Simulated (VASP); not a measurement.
# Hf (P6_3/mmc) in VASP: notebook

Runs on Hf. Level: PBEsol. Tasks: relaxation of cell and atoms.

Program: VASP 6.6.1. These are calculated values, not measurements. Logs are shortened: lines on timing, memory, paths and dates and some standing lists are left out, and cuts for length are marked.

## (1) The crystal as given

Symmetry: P6_3/mmc, No. 194, hexagonal system. Conventional cell: a = 3.192 Å, b = 3.192 Å, c = 5.045 Å, α = 90.00°, β = 90.00°, γ = 120.00°. Around Hf (site symmetry -6m2) lie 12 Hf at 3.12 to 3.19 Å.

## (2) Relaxation of cell and atoms, PBEsol

Contents of INCAR:

```
PREC = Accurate
ENCUT = 300
EDIFF = 1E-7
ISMEAR = 0
SIGMA = 0.1
LREAL = F
LASPH = T
NELM = 80
ALGO = Normal
ISIF = 3
LWAVE = F
LCHARG = F
GGA = PS
IBRION = 2
NSW = 90
EDIFFG = -0.005
```

Contents of KPOINTS:

```
Automatic mesh
0
Gamma
  15 15 8
```

Contents of POSCAR:

```
Hf
1.0
    3.1923846300      0.0000000000      0.0000000000
   -1.5961923200      2.7646861900      0.0000000000
    0.0000000000      0.0000000000      5.0450416400
Hf
2
Direct
    0.3333333300      0.6666666700      0.2500000000
    0.6666666700      0.3333333300      0.7500000000
```

Potentials or basis: VASP PAW PBE potentials, release 64 (Hf_pv).

The run is started by

```sh
$ cat potpaw_PBE.64/Hf_pv/POTCAR > POTCAR
$ mpirun -np 1 vasp_std > vasp.out
```

OUTCAR:

```text
PREC = Accurate
   ENCUT = 300
   EDIFF = 1E-7
   ISMEAR = 0
   LREAL = F
   LASPH = T
   NELM = 80
   ISIF = 3
   GGA = PS
   IBRION = 2
   NSW = 90
   EDIFFG = -0.005

 ion  position               nearest neighbor table
   1  0.333  0.667  0.250-   2 3.12   2 3.12   2 3.12   2 3.12   2 3.12   2 3.12
   2  0.667  0.333  0.750-   1 3.12   1 3.12   1 3.12   1 3.12   1 3.12   1 3.12

  LATTYP: Found a hexagonal cell.
 ALAT       =     3.1923846300
 C/A-ratio  =     1.5803364020

  Lattice vectors:

 A1 = (   3.1923846300,   0.0000000000,   0.0000000000)
 A2 = (  -1.5961923200,   2.7646861900,   0.0000000000)
 A3 = (   0.0000000000,   0.0000000000,   5.0450416400)

Analysis of symmetry for initial positions (statically):
=====================================================================
 Subroutine PRICEL returns:
 Original cell was already a primitive cell.

 Routine SETGRP: Setting up the symmetry group for a
 hexagonal supercell.

 Subroutine GETGRP returns: Found 24 space group operations
 (whereof 12 operations were pure point group operations)
 out of a pool of 24 trial point group operations.

The static configuration has the point symmetry D_3d.
 The point group associated with its full space group is D_6h.

Analysis of symmetry for dynamics (positions and initial velocities):
=====================================================================
 Subroutine PRICEL returns:
 Original cell was already a primitive cell.

 Routine SETGRP: Setting up the symmetry group for a
 hexagonal supercell.

 Subroutine GETGRP returns: Found 24 space group operations
 (whereof 12 operations were pure point group operations)
 out of a pool of 24 trial point group operations.

The dynamic configuration has the point symmetry D_3d.
 The point group associated with its full space group is D_6h.

 Subroutine INISYM returns: Found 24 space group operations
 (whereof 12 operations are pure point group operations),
 and found     1 'primitive' translations

----------------------------------------------------------------------------------------

                                     Primitive cell

  volume of cell :      44.5272

  direct lattice vectors                    reciprocal lattice vectors
     3.192384630  0.000000000  0.000000000     0.313245463  0.180852353  0.000000000
    -1.596192320  2.764686190  0.000000000     0.000000000  0.361704704  0.000000000
     0.000000000  0.000000000  5.045041640     0.000000000  0.000000000  0.198214419

  length of vectors
     3.192384630  3.192384634  5.045041640     0.361704704  0.361704704  0.198214419

  position of ions in fractional coordinates (direct lattice)
     0.333333330  0.666666670  0.250000000
     0.666666670  0.333333330  0.750000000

  ion indices of the primitive-cell ions
   primitive index   ion index
                 1           1
                 2           2

----------------------------------------------------------------------------------------

 KPOINTS: Automatic mesh

Automatic generation of k-mesh.
 Grid dimensions read from file:
 generate k-points for:   15   15    8

 Generating k-lattice:

  Cartesian coordinates                     Fractional coordinates (reciprocal lattice)
     0.020883031  0.012056824  0.000000000     0.066666667 -0.000000000  0.000000000
     0.000000000  0.024113647  0.000000000     0.000000000  0.066666667  0.000000000
     0.000000000  0.000000000  0.024776802     0.000000000  0.000000000  0.125000000

  Length of vectors
     0.024113647  0.024113647  0.024776802

  Shift w.r.t. Gamma in fractional coordinates (k-lattice)
     0.000000000  0.000000000  0.000000000

 Subroutine IBZKPT returns following result:
 ===========================================

 Found    135 irreducible k-points:

 Following reciprocal coordinates:
            Coordinates               Weight
  0.000000  0.000000  0.000000      1.000000
  0.066667  0.000000  0.000000      6.000000
  0.133333  0.000000  0.000000      6.000000
  0.200000  0.000000  0.000000      6.000000
  0.266667  0.000000  0.000000      6.000000
  0.333333  0.000000  0.000000      6.000000
[... 16 lines left out ...]
  0.333333  0.200000  0.000000     12.000000
  0.400000  0.200000  0.000000      6.000000
 [... further k-points ...]
   k-points           NKPTS =    135   k-points in BZ     NKDIM =    135   number of bands    NBANDS=     14
   number of dos      NEDOS =    301   number of ions     NIONS =      2
   total plane-waves  NPLWV =   9072
   dimension x,y,z NGX =    18 NGY =   18 NGZ =   28
   dimension x,y,z NGXF=    36 NGYF=   36 NGZF=   56
   ions per type =               2
   NGX,Y,Z   is equivalent  to a cutoff of   9.37,  9.37,  9.23 a.u.
   NGXF,Y,Z  is equivalent  to a cutoff of  18.75, 18.75, 18.45 a.u.
 SYSTEM =  unknown system
   PREC   = accura    normal or accurate (medium, high low for compatibility)
   ISTART =      0    job   : 0-new  1-cont  2-samecut
   ICHARG =      2    charge: 1-file 2-atom 10-const
   ISPIN  =      1    spin polarized calculation?
   LNONCOLLINEAR =      F non collinear calculations
   LSORBIT =      F    spin-orbit coupling
   LASPH  =      T    aspherical Exc in radial PAW
   ENCUT  =  300.0 eV  22.05 Ry    4.70 a.u.   4.51  4.51  7.12*2*pi/ulx,y,z
   NELM   =     80;   NELMIN=  2; NELMDL= -5     # of ELM steps
   EDIFF  = 0.1E-06   stopping-criterion for ELM
   LREAL  =      F    real-space projection
   EDIFFG = -.5E-02   stopping-criterion for IOM
   NSW    =     90    number of steps for IOM
   IBRION =      2    ionic relax: 0-MD 1-quasi-New 2-CG
   NFREE  =      1    steps in history (QN), initial steepest desc. (CG)
   ISIF   =      3    stress and relaxation
   ISYM   =      2    0-nonsym 1-usesym 2-fastsym
   POTIM  = 0.5000    time-step for ionic-motion
   TEBEG  =    0.0;   TEEND  =   0.0 temperature during run
   PSTRESS=    0.0 pullay stress
   NELECT =      20.0000    total number of electrons
   NUPDOWN=      -1.0000    fix difference up-down
   EMIN   =  10.00;   EMAX   =-10.00  energy-range for DOS
   EFERMI =   0.00;   METHOD = LEGACY
   ISMEAR =     0;   SIGMA  =   0.10  broadening in eV -4-tet -1-fermi 0-gaus
   EFERMI_NEDOS =   21; number of points for ismear=-14 and -15
   IALGO  =     38    algorithm
   IMIX   =      4    mixing-type and parameters
     AMIX     =   0.40;   BMIX     =  1.00
     AMIX_MAG =   1.60;   BMIX_MAG =  1.00
  volume/ion in A,a.u.               =      22.26       150.24
  Fermi-wavevector in a.u.,A,eV,Ry     =   1.253746  2.369236 21.386713  1.571879
  Thomas-Fermi vector in A             =   2.387584
   LORBIT       =      0    0 simple, 1 ext, 2 COOP (PROOUT), +10 PAW based schemes
   GGA     = PS    functional components
   LHFCALC =     F    Hartree Fock is set to
   AEXX    =    0.0000 exact exchange contribution
   IVDW    =     0    specifies the selected vdW correction
   LEPSILON=     F    determine dielectric tensor
   LRPA    =     F    only Hartree local field effects (RPA)
 conjugate gradient relaxation of ions
 non-spin polarized calculation
 Gauss-broadening in eV      SIGMA  =   0.10
  energy-cutoff  :      300.00
  volume of cell :       44.53
 maximum number of plane-waves:       545
 NGX is ok and might be reduce to    18
   NGX =  9   NGY =  9   NGZ = 15

--------------------------------------- Ionic step        1  -------------------------------------------

 number of electron      20.0000021 magnetization

 Free energy of the ion-electron system (eV)
  ---------------------------------------------------
  ext. energy  EPLUGINS =         0.00000000
  ---------------------------------------------------
  free energy    TOTEN  =       -20.98946754 eV

  energy without entropy =      -20.98203292  energy(sigma->0) =      -20.98575023

------------------------ aborting loop because EDIFF is reached ----------------------------------------

  FORCE on cell =-STRESS in cart. coord.  units (eV):
  Direction    XX          YY          ZZ          XY          YZ          ZX
  --------------------------------------------------------------------------------------
  -------------------------------------------------------------------------------------
  Total       -1.0782820     -1.0782820     -1.1160968      0.0000000      0.0000000      0.0000000
  in kB      -38.7986956    -38.7986956    -40.1593457      0.0000001      0.0000000      0.0000000
  external PRESSURE =     -39.2522456 kB  Pullay stress =       0.0000000 kB
[... 165 lines left out ...]
  energy  without entropy=      -21.0015404109  energy(sigma->0) =      -21.00523975

--------------------------------------- Ionic step        6  -------------------------------------------

 number of electron      20.0000021 magnetization

 Free energy of the ion-electron system (eV)
  ---------------------------------------------------
  ext. energy  EPLUGINS =         0.00000000
  ---------------------------------------------------
  free energy    TOTEN  =       -21.00894147 eV

  energy without entropy =      -21.00154322  energy(sigma->0) =      -21.00524234

 E-fermi :   5.0484     XC(G=0): -11.5775

 val. band max:        5.0421754896   @ k =   0.0667   0.0667   0.1250
 cond. band min:       5.0603817688   @ k =   0.0667   0.0000   0.5000
 fundamental gap:      0.0182062791
 Fermi energy:         5.0484011996

 k-point     1 :       0.0000    0.0000    0.0000
  band No.  band energies     occupation
      1     -25.9696      2.00000
      2     -25.1119      2.00000
      3     -25.1119      2.00000
      4     -24.9671      2.00000
      5     -24.9642      2.00000
      6     -24.9642      2.00000
      7      -2.4851      2.00000
      8       1.2012      2.00000
      9       5.8756      0.00000
     10       6.2136      0.00000
     11       6.2136      0.00000
     12       6.5251      0.00000
     13       7.0843      0.00000
     14       7.0843      0.00000
[... 375 lines left out ...]
 k-point    24 :       0.4000    0.2000    0.0000
  band No.  band energies     occupation
      1     -25.7012      2.00000
      2     -25.5345      2.00000
      3     -25.4788      2.00000
      4     -25.4293      2.00000
      5     -25.2773      2.00000
      6     -25.2140      2.00000
      7       2.4257      2.00000
      8       2.7452      2.00000
      9       2.9846      2.00000
     10       3.8483      2.00000
     11       5.4142      0.00000
     12       5.7249      0.00000
     13       6.9750      0.00000
     14      10.3326      0.00000

 [... further k-points ...]

------------------------ aborting loop because EDIFF is reached ----------------------------------------

  FORCE on cell =-STRESS in cart. coord.  units (eV):
  Direction    XX          YY          ZZ          XY          YZ          ZX
  --------------------------------------------------------------------------------------
  -------------------------------------------------------------------------------------
  Total        0.0005723      0.0005723     -0.0009706     -0.0000000      0.0000000      0.0000000
  in kB        0.0213374      0.0213374     -0.0361840     -0.0000000      0.0000000      0.0000000
  external PRESSURE =       0.0021636 kB  Pullay stress =       0.0000000 kB
[... 17 lines left out ...]
  FREE ENERGIE OF THE ION-ELECTRON SYSTEM (eV)
  ---------------------------------------------------
  free  energy   TOTEN  =       -21.0089414706 eV

  energy  without entropy=      -21.0015432191  energy(sigma->0) =      -21.00524234

 reached required accuracy - stopping structural energy minimisation
```

It took 54 s on 1 thread of Intel Xeon 6975P-C (Granite Rapids), shared host; peak memory 0.15 GiB.

What came out:

```yaml
Free_energy: -21.0089 eV
Relaxed_volume: 21.49 Å³/atom
Relaxed_cell: a = 3.155 Å, b = 3.155 Å, c = 4.984 Å, α = 90.00°, β = 90.00°, γ = 120.00°
Space_group_after_relaxing_to_0.05_Å: P6_3/mmc (No. 194)
Energy_gained_by_relaxing: 9.7 meV/atom
Ionic_steps: 6
Pressure_after_relaxing: 0.0 GPa
Band_gap_on_the_k_mesh: none (metal or under the smearing width)
```

Step by step:
```csv
step,energy change (eV),largest force (eV/Å),pressure (GPa),volume (Å³)
1,0.0000,0.0000,-3.93,44.53
2,0.0123,0.0000,5.63,41.10
3,-0.0195,0.0000,-0.04,42.99
4,-0.0195,0.0000,0.04,42.96
5,-0.0195,0.0000,-0.04,42.99
6,-0.0195,0.0000,0.00,42.98
```

Final structure:
```yaml
crystal:
  lattice:
    - [3.15534, 0.00000, 0.00000]
    - [-1.57767, 2.73261, 0.00000]
    - [0.00000, 0.00000, 4.98433]
  atoms:
    - { symbol: Hf, position: [0.33333, 0.66667, 0.25000] }
    - { symbol: Hf, position: [0.66667, 0.33333, 0.75000] }
```

Caveat: the PAW data sets were made with another functional, which shifts forces and pressure a little. Spin-orbit coupling is left out, which matters for the levels of Hf.

## (3) Relaxation of cell and atoms, PBEsol

Changes to INCAR since step 2:

```diff
@@ -1,3 +1,3 @@
 PREC = Accurate
-ENCUT = 300
+ENCUT = 600
 EDIFF = 1E-7
```

Contents of KPOINTS:

```
Automatic mesh
0
Gamma
  6 6 4
```

POSCAR is that of step 2.

Potentials or basis: VASP PAW PBE potentials, release 64 (Hf_pv).

The run is started by

```sh
$ cat potpaw_PBE.64/Hf_pv/POTCAR > POTCAR
$ mpirun -np 1 vasp_std > vasp.out
```

Wall time 40 s (1 thread of Intel Xeon 6975P-C (Granite Rapids), shared host); peak memory 0.18 GiB.

It converged, with:

| Item | Value |
| --- | --- |
| Free energy | -20.9836 eV |
| Relaxed volume | 21.54 Å³/atom |
| Relaxed cell | a = 3.149 Å, b = 3.149 Å, c = 5.015 Å, α = 90.00°, β = 90.00°, γ = 120.00° |
| Space group after relaxing (to 0.05 Å) | P6_3/mmc (No. 194) |
| Energy gained by relaxing | 8.2 meV/atom |
| Ionic steps | 8 |
| Pressure after relaxing | 0.0 GPa |
| Band gap on the k mesh | none (metal or under the smearing width) |

Step by step:
```csv
step,energy change (eV),largest force (eV/Å),pressure (GPa),volume (Å³)
1,0.0000,0.0000,-3.45,44.53
2,0.0038,0.0000,4.27,41.51
3,-0.0162,0.0000,-0.01,43.07
4,-0.0162,0.0000,0.07,43.04
5,-0.0164,0.0000,0.06,43.05
6,-0.0165,0.0000,0.05,43.05
7,-0.0164,0.0000,-0.07,43.10
8,-0.0165,0.0000,0.00,43.07
```

Final structure:
```
CELL_PARAMETERS angstrom
3.14915 0.00000 0.00000
-1.57457 2.72724 0.00000
0.00000 0.00000 5.01531
ATOMIC_POSITIONS crystal
Hf 0.33333 0.66667 0.25000
Hf 0.66667 0.33333 0.75000
```

Levels at points of the mesh, in eV from the Fermi level:
```csv
k point,band 7,band 8,band 9,band 10,band 11,band 12,band 13,band 14
"(0.00, 0.00, 0.00)",-7.59,-3.92,0.68,1.12,1.12,1.33,1.97,1.97
"(0.50, 0.00, 0.00)",-3.49,-2.96,-2.43,-0.76,0.74,0.81,1.64,6.12
"(0.00, 0.00, 0.50)",-5.56,-5.56,0.03,0.03,1.02,1.02,1.02,1.02
"(0.50, 0.00, 0.50)",-3.61,-3.61,-1.14,-1.14,1.26,1.26,2.68,2.68
```

Caveat: the k mesh is coarse (spacing up to 0.38 Å⁻¹), so the values aren't converged; the PAW data sets were made with another functional, which shifts forces and pressure a little. The run has no spin-orbit coupling, so splittings on Hf are missing.
